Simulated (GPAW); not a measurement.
# GaN (P6_3mc) in GPAW: single point with PBE

Aim: the single point of GaN with PBE.

All numbers are computed with GPAW 26.7.0; they aren't measurements. Logs are shortened: lines on timing, memory, paths and dates and some standing lists are left out, and cuts for length are marked. The log counts tension as positive stress, the text compression.

**Experimental background.**

“Studying electronic properties in GaN without electrical contacts using γ-γ vs e−-γ Perturbed Angular Correlations”, 2019, pmc:6823545 quotes, for a bulk crystal of GaN: band gap 3.503 ± 0.005 eV (direct).

The results are compared with them further down.

### Step 1. Starting point

The structure is hexagonal, space group P6_3mc (No. 186). Conventional cell: a = 3.180 Å, b = 3.180 Å, c = 5.166 Å, α = 90.00°, β = 90.00°, γ = 120.00°. Ga (site symmetry 3m) has 4 N at 1.94 to 1.95 Å as nearest neighbours. N (site symmetry 3m) has 4 Ga at 1.94 to 1.95 Å as nearest neighbours.

### Step 2. Single point, PBE

File run.py:

```python
from ase.dft.bandgap import bandgap
from ase.io import read, write
from ase.units import GPa
from gpaw import GPAW, PW

atoms = read('GaN.xyz')

calc = GPAW(mode=PW(650),
            xc='PBE',
            kpts={'size': (8, 8, 4), 'gamma': True},
            occupations={'name': 'fermi-dirac', 'width': 0.05},
            nbands=18,
            maxiter=120,
            txt='gpaw.txt')
atoms.calc = calc
energy = atoms.get_potential_energy()
forces = atoms.get_forces()
stress = atoms.get_stress()
calc.write('gs.gpw')
write('result.traj', atoms)
print(f'Energy: {energy:.6f} eV')
print('Forces (eV/A):')
print(forces.round(4))
print('Stress (GPa):', (stress / GPa).round(3))
print('Fermi level:', round(calc.get_fermi_level(), 4), 'eV')
print(f'Gap: {bandgap(calc)[0]:.4f} eV, direct: {bandgap(calc, direct=True)[0]:.4f} eV')
```

File GaN.xyz:

```xyz
4
Lattice="3.1800000000 0.0000000000 0.0000000000 -1.5900000000 2.7539607840 0.0000000000 0.0000000000 0.0000000000 5.1660000000" Properties=species:S:1:pos:R:3 pbc="T T T"
Ga     1.5900000002      0.9179869279      2.5830000000
Ga    -0.0000000002      1.8359738561      0.0000000000
N      1.5900000002      0.9179869279      4.5202500000
N     -0.0000000002      1.8359738561      1.9372500000
```

Potentials or basis: GPAW PAW data sets (gpaw-data 1.2.1), pw.

Command:

```sh
OMP_NUM_THREADS=1 python run.py
```

gpaw.txt:

```text
__  _  _
 | _ |_)|_||  |
 |__||  | ||/\| - 26.7.0

Input parameters:
  mode=PW(ecut=650.0),
  kpts=MonkhorstPack(size=(8, 8, 4), gamma=True),
  maxiter=120,
  nbands=18,
  occupations=Occupations(name='fermi-dirac', width=0.05),
  xc=XC(name='PBE')

Diagonalizing LCAO Hamiltonian
Converting LCAO to pw mode

           N

           Ga
        N

        Ga

Atoms  # Å, Bohr magnetons
|   | symbol |         x |        y |        z |    initial magnetic moments |
|---|--------|-----------|----------|----------|-----------------------------|
| 0 |     Ga |  1.590000 | 0.917987 | 2.583000 | ( 0.0000,  0.0000,  0.0000) |
| 1 |     Ga | -0.000000 | 1.835974 | 0.000000 | ( 0.0000,  0.0000,  0.0000) |
| 2 |      N |  1.590000 | 0.917987 | 4.520250 | ( 0.0000,  0.0000,  0.0000) |
| 3 |      N | -0.000000 | 1.835974 | 1.937250 | ( 0.0000,  0.0000,  0.0000) |

Unit cell  # Å
| periodic |         x |        y |        z |  lengths |     angles |
|----------|-----------|----------|----------|----------|------------|
|      yes |  3.180000 | 0.000000 | 0.000000 | 3.180000 |  90.000000 |
|      yes | -1.590000 | 2.753961 | 0.000000 | 3.180000 |  90.000000 |
|      yes |  0.000000 | 0.000000 | 5.166000 | 5.166000 | 120.000000 |

Number of symmetries: 6
Symmetry operations  # r_c * U_cc + t_c -> r_c
|   | kind |            matrix            |
|---|------|------------------------------|
| 0 |  σ   |  1, 1, 0,  0,-1, 0,  0, 0, 1 |
| 1 |  E   |  1, 0, 0,  0, 1, 0,  0, 0, 1 |
| 2 |  C3  |  0, 1, 0, -1,-1, 0,  0, 0, 1 |
| 3 |  σ   |  0,-1, 0, -1, 0, 0,  0, 0, 1 |
| 4 |  σ   | -1, 0, 0,  1, 1, 0,  0, 0, 1 |
| 5 |  C3  | -1,-1, 0,  1, 0, 0,  0, 0, 1 |

BZ-sampling:
  Number of BZ points: 256
  Number of IBZ points: 35

  Monkhorst-Pack size: [8, 8, 4]
  Monkhorst-Pack shift: [0.0625, 0.0625, 0.125]

K-points  # in reciprocal-cell coordinates
|     |                                coordinates |     weight |
|-----|--------------------------------------------|------------|
|   0 | (  0.00000000,   0.00000000,   0.00000000) | 0.00390625 |
|   1 | (  0.00000000,   0.00000000,   0.25000000) | 0.00781250 |
|   2 | (  0.00000000,   0.00000000,   0.50000000) | 0.00390625 |
|   3 | (  0.12500000,   0.00000000,  -0.25000000) | 0.02343750 |
|   4 | (  0.12500000,   0.00000000,   0.00000000) | 0.02343750 |
|   5 | (  0.12500000,   0.00000000,   0.25000000) | 0.02343750 |
|   6 | (  0.12500000,   0.00000000,   0.50000000) | 0.02343750 |
|   7 | (  0.25000000,  -0.12500000,   0.00000000) | 0.02343750 |
|   8 | (  0.25000000,  -0.12500000,   0.25000000) | 0.04687500 |
|   9 | (  0.25000000,  -0.12500000,   0.50000000) | 0.02343750 |
| ... |                                            |            |
|  34 | (  0.50000000,   0.50000000,   0.50000000) | 0.01171875 |

Plane wave coefficients: 1737
Cutoff: 650.0 eV

Spin-components: 1 (collinear spins)
Bands:           18
Projectors:      20
Spin-degeneracy: 2
Datatype:        complex128

Parallelization:
  kpt:    1
  domain: 1
  band:   1

Density:
  Valence electrons: 16.0
  Components: 1
  Grid points: [20 20 32]
  Charge: 0.0  # |e|

Potential:
  Grid points: [20 20 32]

species:
  Ga:
    name:    Gallium
    Z:       31.0
    valence: 3
    core:    28
    charge:  0.0  # [|e|]
    compensation charges:
      type: gauss
      rc: 0.37  # [Å]
      lmax: 2
    cutoffs:
      filter: 2.06  # [Å]
      core: 4.17  # [Å]
    projectors
    | kind |    occ | energy [eV] | rcut [Å] |
    |------|--------|-------------|----------|
    |   4s |  2.000 |      -8.945 |    1.164 |
    |   4p |  1.000 |      -2.580 |    1.164 |
    |    s |        |      18.266 |    1.164 |
    |    p |        |      24.631 |    1.164 |
    |    d |        |       0.000 |    1.164 |

    Using partial waves for Ga as LCAO basis

  N:
    name:    Nitrogen
    Z:       7.0
    valence: 5
    core:    2
    charge:  0.0  # [|e|]
    compensation charges:
      type: gauss
      rc: 0.18  # [Å]
      lmax: 2
    cutoffs:
      filter: 1.11  # [Å]
      core: 0.96  # [Å]
    projectors
    | kind |    occ | energy [eV] | rcut [Å] |
    |------|--------|-------------|----------|
    |   2s |  2.000 |     -18.583 |    0.603 |
    |   2p |  3.000 |      -7.089 |    0.529 |
    |    s |        |       8.629 |    0.603 |
    |    p |        |      20.123 |    0.529 |
    |    d |        |       0.000 |    0.577 |

    Using partial waves for N as LCAO basis

Reference energy: -108732.786066  # eV

eigensolver:
  PPCG
  Converge bands: occupied
  niter=2

density mixing:
  MSR1-Mixer
  Pratt-step length: 0.05
  Maximum mixing coefficient: 0.75
  Old densities: 10
  SVD Regularization: 0.005
  Good broyden scale: 1.0
  Trust region scale: 1.0
  Backstep threshold: 4.0
  History deletion threshold: 6.0
  Fourier metric: weight=20.0, sigma=0.015

occupation numbers:
  Fermi-Dirac:
    width: 0.0500  # eV

poisson solver:
  ecut: 5200.0  # eV

xc functional:
  name: PBE with 2 nearest neighbor stencil

convergence criteria:
- Maximum [total energy] change in last 3 cyles: 0.0005 eV / valence electron
- Maximum integral of absolute [dens]ity change: 0.0001 electrons / valence electron
- Maximum integral of absolute [eigenst]ate change: 4e-08 eV^2 / valence electron
maximum number of iterations: 120

SCF iterations
|iter     | |      energy | eigst |  dens |
|---------|-|-------------|-------|-------|
|iter:   1| |  -27.610260 | -0.28 |       |
|iter:   2| |  -26.637205 | -1.86 | -0.57 |
|iter:   3| |  -23.987390 | -0.53 | -0.62 |
|iter:   4| |  -23.985617 | -2.93 | -1.30 |
|iter:   5| |  -23.987040c| -3.47 | -1.57 |
|iter:   6| |  -23.987064c| -5.46 | -2.88 |
|iter:   7| |  -23.987084c| -6.22 | -3.20 |
|iter:   8| |  -23.987084c| -8.01c| -4.28c|

Converged in 8 steps
Energy contributions relative to reference atoms: (reference = -108732.786066)

Energy contributions:
  Kinetic:          70.510128
  Coulomb:         -61.451177
  Zero:              0.171442
  External:          0.000000
  Xc:              -33.217477
  Entropy:          -0.000000
  Spinorbit:         0.000000
  ----------------------------
  Free energy:     -23.987084
  Extrapolated:    -23.987084

dipole moment: (-0.000030, -0.000036, -11.595481)  # |e|*Ang

Fermi level: 7.513
Eigenvalues  # (at kpt = [0.000, 0.000, 0.000])
| band index |      eig [eV] | occ [0-2] |
|------------|---------------|-----------|
|          0 |        -9.443 |     2.000 |
|          1 |        -7.059 |     2.000 |
|          2 |        -0.532 |     2.000 |
|          3 |         5.505 |     2.000 |
|          4 |         5.505 |     2.000 |
|          5 |         6.501 |     2.000 |
|          6 |         6.560 |     2.000 |
|          7 |         6.560 |     2.000 |
|          8 |         8.634 |     0.000 |
|          9 |        10.969 |     0.000 |
|         10 |        15.923 |     0.000 |
|         11 |        16.571 |     0.000 |
|         12 |        16.571 |     0.000 |
|         13 |        17.511 |     0.000 |
|         14 |        18.413 |     0.000 |
|         15 |        18.413 |     0.000 |
|        ... |               |           |
|         17 |        21.833 |     0.000 |

Gap: 2.074 eV
Transition (v -> c):
  (s=0, k=0, n=7, [0.00, 0.00, 0.00]) -> (s=0, k=0, n=8, [0.00, 0.00, 0.00])
No difference between direct/indirect transitions

Forces  # eV/Ang
|        x |        y |        z |
|----------|----------|----------|
|  0.00000 |  0.00000 | -0.18099 |  # Ga   0
| -0.00000 |  0.00000 | -0.18083 |  # Ga   1
|  0.00000 | -0.00000 |  0.18009 |  # N    2
| -0.00000 | -0.00000 |  0.17986 |  # N    3

Stress tensor  # eV/Ang^3
|         x |         y |         z |
|-----------|-----------|-----------|
| -0.071910 |  0.000000 |  0.000000 |
|  0.000000 | -0.071910 |  0.000000 |
|  0.000000 |  0.000000 | -0.085953 |

# Writing to gs.gpw (mode='')
```

Run time: 13 s. Hardware: 1 thread of AMD EPYC 7B13 (Zen 3), shared host; peak memory 0.17 GiB.

Results:

- Free energy: -23.9871 eV
- Pressure: 12.3 GPa
- Largest force: 0.181 eV/Å
- Band gap on the k mesh: 2.07 eV, direct

Forces in eV/Å, atoms in the order of the input:
```
Ga   0.000  0.000 -0.181
Ga   0.000  0.000 -0.181
N    0.000  0.000  0.180
N    0.000  0.000  0.180
```

Caveat: the cutoff is short for stress and forces, so pressures can be off by a GPa or more.

### Step 3. Comparison with measurements

Step 2. A measured gap of GaN is 3.503 eV (direct; quoted in “Studying electronic properties in GaN without electrical contacts using γ-γ vs e−-γ Perturbed Angular Correlations”, 2019, pmc:6823545); the calculated 2.07 eV misses it by -1.43 eV. Spin-orbit coupling on Ga is left out. The value is that of PBE, without temperature or zero-point motion. Semilocal functionals fall short of measured gaps as a rule.
